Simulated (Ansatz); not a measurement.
# TiCo (Pm-3m) in Ansatz: further runs, part 2 of 2

Ansatz 0.2.0.

### 4 Relaxation of cell and atoms, PBEsol+D3(BJ), collinear spin, ferromagnetic start

Input file input.yaml:

```yaml
crystal:
  lattice:
    - [2.98611099, 0.0, 0.0]
    - [0.0, 2.98611099, 0.0]
    - [0.0, 0.0, 2.98611099]
  atoms:
    - { symbol: Co, position: [0.5, 0.5, 0.5], spin: 2.0 }
    - { symbol: Ti, position: [0.0, 0.0, 0.0], spin: 1.0 }
hamiltonian:
  xc: pbesol
  pseudopotentials: { kind: paw }
  dispersion: d3bj
magnetization:
  spin_polarized: true
kpoints:
  mp_grid: { grid: [9, 9, 9] }
scf:
  occupations: { method: fermi_dirac, width: 0.05 }
output:
  forces: true
  stress: true
  write_density: true
  write_potential: true
  elf: true
  volumetric_format: npy
relax:
  f_tol: 0.01
  max_steps: 40
  cell: { stress_tol: 0.05 }
```

Potentials or basis: Ansatz PAW.

On the command line:

```sh
ansatz run input.yaml --threads 2 --pin off --max-ram 5632MiB --backend cpu --events-out ev --progress --plain --runs-dir out
```

The log of the run:

```text
Warning: RAYON_NUM_THREADS=2 ignored (pool sized by the plan → 2); use --threads N
Engine: ansatz 0.2.0, x86_64-unknown-linux-gnu
Pseudopotentials: kind: paw
Pseudopotential: Co, paw, valence charge 17, recommended cutoff 420 eV (normal), Co.paw.azcp
Pseudopotential: Ti, paw, valence charge 12, recommended cutoff 420 eV (normal), Ti.paw.azcp
Functional definition: PBEsol
  exchange = pbesol_x
  correlation = pbesol_c
Crystal: 2 atoms, lattice volume = 26.627 Å³
Basis set: ecut = 420 eV, 485 PW (Γ), exchange–correlation on 40×40×40 points (8 copies of the dense FFT grid, shifted against one another)
Bands: 20, of which v1, the nominal top of the filled ones, is band 15 counted from 1 (14 counted from 0)
Symmetry: 48 space group operations
Space group: Pm-3m (ITA 221), of the structure as read, at distance tolerance 3.0e-5 Å
Magnetic group: BNS 221.92 (UNI 1594), of the structure as read, at distance tolerance 3.0e-5 Å
k-points: 35 of 729
Non-local potential: Co, projectors of the file, l = 0: 3, l = 1: 2, l = 2: 3, l = 3: 1
Non-local potential: Ti, projectors of the file, l = 0: 3, l = 1: 2, l = 2: 3, l = 3: 1
PAW form: soft (Blöchl's): semilocal exchange-correlation on the pseudo side does not see the compensation charge
PAW frozen core: Co, regenerated for the run's functional, and the local potential with it (the file was generated under x = pbe(κ = 0.804, μ = 0.2195149727645171), c = pbe(β = 0.06672455060314922))
PAW frozen core: Ti, regenerated for the run's functional, and the local potential with it (the file was generated under x = pbe(κ = 0.804, μ = 0.2195149727645171), c = pbe(β = 0.06672455060314922))
PAW one-centre angular grid: Co, 590 points (default); XC on 64 Gauss nodes
PAW one-centre angular grid: Ti, 590 points (default); XC on 64 Gauss nodes
Initial density: superposition of atomic densities (chi_scale 0.1, normalization cell)
Starting moments: Σ|m| = 3 μB on 2 of 2 sites
Initial wavefunctions: pseudopotential atomic-orbital guess
Functional: x = pbesol(κ = 0.804, μ = 0.12345679012345678), c = pbesol(β = 0.046)
SCF iter   1: F=—  HF=-7568.095798 eV  |F-HF|=—  |Δ(HF+E_count)|=         —  Δρ=9.64e-2 (↑9.64e-2 ↓3.99e-2)  dr2=2.05e0  dr2_m=6.63e-1  M=1.558 μB ∫|m|=1.643 μB  β_m=0.30  ethr=3.10e-3  ⟨swp⟩=3.8  Hψ=5252  notcnv=0
Mixer restart at iter 1: flushing history
preconditioner: auto → none  [metal: Δε(μ)=0.033 eV  Ē_g=5.522 eV  σ=0.050 eV  W_gap=0.16  n_scr=6 (ndim 8)  ℏωp=25.9 eV  f_vac=0.000  D(μ)=1.85/eV (n_scr^D=18)  sad-step TF]
SCF iter   2: F=—  HF=-7567.539040 eV  |F-HF|=—  |Δ(HF+E_count)|=   5.57e-1  Δρ=5.85e-2 (↑5.85e-2 ↓4.06e-2)  dr2=7.54e-1  dr2_m=4.72e-1  M=1.374 μB ∫|m|=1.504 μB  β_m=0.48  ethr=3.10e-3  ⟨swp⟩=2.4  Hψ=2614  notcnv=0  defer=33
[... 72 lines left out ...]
Absolute magnetization: 0.6476 μB (∫|ρ↑−ρ↓|, with the PAW one-centre terms)
Spin contamination: 0.0269 ħ² per cell (⟨S²⟩ above its minimum at these occupations)
Per-site moments (μB) at R_I (Å): [(0.5855918952452063, 1.0367670675593157), (-0.008141849769185892, 1.0367670675593157)]
Free energy (F): -7568.835137 eV
Harris-Foulkes:  -7568.835137 eV  (|F-HF|=9.09e-13)
Internal energy: -7568.819288 eV  (E = F + TS)
E sigma→0 (E₀):  -7568.827213 eV
Entropy (-TS):   -0.015849 eV (-7.924 meV/atom)
Fermi energy:    18.269822 eV
--- Per-component energies (eV) ---
  E_band       = -357.339136
  E_kinetic    = 734.735338
  E_local      = -3720.979969  (includes V_loc(G=0)·N_el)
  E_nonlocal   = 463.315961
  E_hartree    = 1577.977402
  E_xc         = -257.322173
  E_vxc        = -329.845250  (∫ρ·V_xc dr)
  E_paw        = -2506.235604  (= ΣΔE_a)
  E_vpaw       = -660.520219  (= ΣTr[D̂ρ^β])
  E_aug_tail   = 0.000161  (compensation charges beyond the density's cutoff)
  E_ewald      = -3859.509597
  E_disp       = -1.128612  (pairwise vdW)
  E_core_change = 0.327804  (= ΣΔE_core)
  E_smearing   = -0.015849  (= −TS)
  E_closure    = 0.000000  (closes the sum)
  Σ components = -7568.835137   (vs F -7568.835137, Δ=0.00e0)
--- Forces (eV/Å), atoms counted from 1 ---
  atom   1  Co    -0.00000000     0.00000000     0.00000000
  atom   2  Ti    -0.00000000    -0.00000000     0.00000000
  max |Σ_I F_I| component: 8.52e-29 eV/Å
--- Stress (GPa, compression-positive) ---
       -0.001710      -0.000000       0.000000
       -0.000000      -0.001710       0.000000
        0.000000       0.000000      -0.001710
  P = ⅓ Tr σ = -0.0017 GPa (-0.017 kbar)
--- Band table (eV; the first three rows and the last of 70) ---
  k-point 0 ↑: bands = ["-76.9960", "-40.4078", "-40.4078", "-40.4078", "-38.5007", "-14.6838", "-14.6838", "-14.6838", "10.1673", "13.7527", "13.7527", "16.3846", "16.3846", "16.3846", "18.9115", "18.9115", "21.2715", "21.2715", "21.2715", "27.7278"]
  k-point 1 ↑: bands = ["-76.9957", "-40.4141", "-40.4074", "-40.4074", "-38.4926", "-14.7336", "-14.6805", "-14.6805", "10.4310", "13.8667", "13.8821", "16.3660", "16.3660", "16.4309", "18.7764", "18.9630", "20.9011", "20.9011", "21.2121", "26.6367"]
  k-point 2 ↑: bands = ["-76.9950", "-40.4298", "-40.4065", "-40.4065", "-38.4723", "-14.8581", "-14.6721", "-14.6721", "11.1822", "14.1902", "14.1972", "16.3262", "16.3262", "16.5536", "18.3964", "19.0200", "20.1266", "20.1266", "21.0563", "24.6527"]
  k-point 34 ↓: bands = ["-76.3079", "-39.7691", "-39.7688", "-39.7688", "-38.3732", "-14.9863", "-14.9863", "-14.9863", "15.4385", "15.6371", "15.6371", "15.9550", "15.9550", "15.9588", "18.0668", "18.0668", "21.5902", "21.5902", "25.8054", "26.4123"]
--- Relaxed structure (3 steps of the walk, 3 accepted, 1 SCFs on fresh bases) ---
  F+E_penalty+E_count = -7568.83513730 eV   max|allowed force component| = 4.155e-29 eV/Å   (the final SCF, on the basis selected at the relaxed cell)
  cell:  # Å, volume = 24.4444 Å³
    - [2.902195129902108, -3.530871564709932e-34, 0.0]
    - [-8.666684749742561e-34, 2.902195129902108, 0.0]
    - [0.0, 0.0, 2.902195129902108]
  atoms:
    - { symbol: Co, position: [0.49999999999999994, 0.49999999999999994, 0.49999999999999994] }
    - { symbol: Ti, position: [1.7199002991626843e-34, 2.6873442174214343e-36, -1.6124065304645924e-35] }
```

It took 7.4 s on 2 threads of AMD EPYC 7R13 (Zen 3), shared host; peak memory 0.4 GiB.

What came out:

```
Free energy                            : -7568.8351 eV
Relaxed volume                         : 12.22 Å³/atom
Relaxed cell                           : a = 2.902 Å, b = 2.902 Å, c = 2.902 Å, α = 90.00°, β = 90.00°, γ = 90.00°
Space group after relaxing (to 0.05 Å) : Pm-3m (No. 221)
Energy gained by relaxing              : 53.2 meV/atom
Ionic steps                            : 4
Pressure after relaxing                : 0.0 GPa
Band gap on the k mesh                 : none (metal or under the smearing width)
Net moment                             : 0.55 μB per cell
Absolute moment                        : 0.65 μB per cell
Site moments                           : Co +0.59; Ti -0.01 μB
```

The path:
```
step  energy change (eV)  largest force (eV/Å)  volume (Å³)
   1              0.0000                0.0000        26.63
   2             -0.1073                0.0000        24.47
   3             -0.1073                0.0000        24.44
   4             -0.1064                0.0000        24.44
```

Final structure:
```
Co Ti
1.0
     2.90220    0.00000    0.00000
     0.00000    2.90220    0.00000
     0.00000    0.00000    2.90220
Co Ti
1 1
Direct
  0.50000 0.50000 0.50000
  0.00000 0.00000 0.00000
```

Caveat: the plane-wave basis is chosen anew once the cell has moved, so the energies of steps on either side of that aren't comparable; pairwise dispersion overbinds metals, which lowers pressure and volume; the PAW data sets come from PBE, with cores solved anew for the run's functional, which leaves a small shift of forces and pressure.

### 5 The runs side by side

| level | gap on the mesh (eV) | pressure (GPa) | moment (μB) | relaxed volume (Å³/atom) |
| --- | --- | --- | --- | --- |
| PBE+D3(BJ) | none | 0.0 | 0.74 | 12.73 |
| PBE+D4 | - | 0.0 | 0.78 | 12.98 |
| PBEsol+D3(BJ) | none | 0.0 | 0.55 | 12.22 |

Alike in all rows: task relaxation of cell and atoms; potentials or basis Ansatz PAW; spin collinear, ferromagnetic start; cell relaxed; k mesh 9 × 9 × 9; cutoff (eV) 420; smearing fermi-dirac 0.05 eV.

Caveats: the plane-wave basis is chosen anew once the cell has moved, so the energies of steps on either side of that aren't comparable; pairwise dispersion overbinds metals, which lowers pressure and volume (some runs); the PAW data sets come from PBE, with cores solved anew for the run's functional, which leaves a small shift of forces and pressure (some runs).

Total energies depend on the potentials used, so only differences within one code and one set of settings carry meaning.
